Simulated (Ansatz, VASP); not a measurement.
**Two plane-wave programs on Cd**

```
Cd
1.0
     1.75411    1.01273    2.26513
    -1.75411    1.01273    2.26513
     0.00000   -2.02547    2.26513
Cd
1
Direct
  0.00000 0.00000 0.00000
```

Alike in both runs: task single point; functional PBE; k mesh 6 × 6 × 6; occupations gaussian, width 0.1 eV; no spin polarisation.

|  | VASP | Ansatz |
| --- | --- | --- |
| version | VASP 6.6.1 | Ansatz 0.2.0 |
| potentials or method | VASP PAW PBE potentials, release 64 (Cd) | scalar-relativistic, plane waves, PAW |
| plane-wave cutoff (eV) | 520 | 420 |
| valence electrons in the cell | 12 | 20 |

|  | VASP | Ansatz | Ansatz less VASP |
| --- | --- | --- | --- |
| gap on the k mesh at the Fermi level (eV) | none | none | - |
| pressure (GPa) | -0.6 | -0.9 | -0.28 |
| largest component of the traceless stress (GPa) | 0.91 | 0.84 | -0.066 |

A gap of «none» marks a metal or a gap that the smearing closes. With one functional, cell and mesh, what is left measures potentials, basis and numerics. The two sets of potentials don't hold the same shells in valence.

Caveats: the k mesh is coarse (spacing up to 0.38 Å⁻¹), so the values aren't converged.
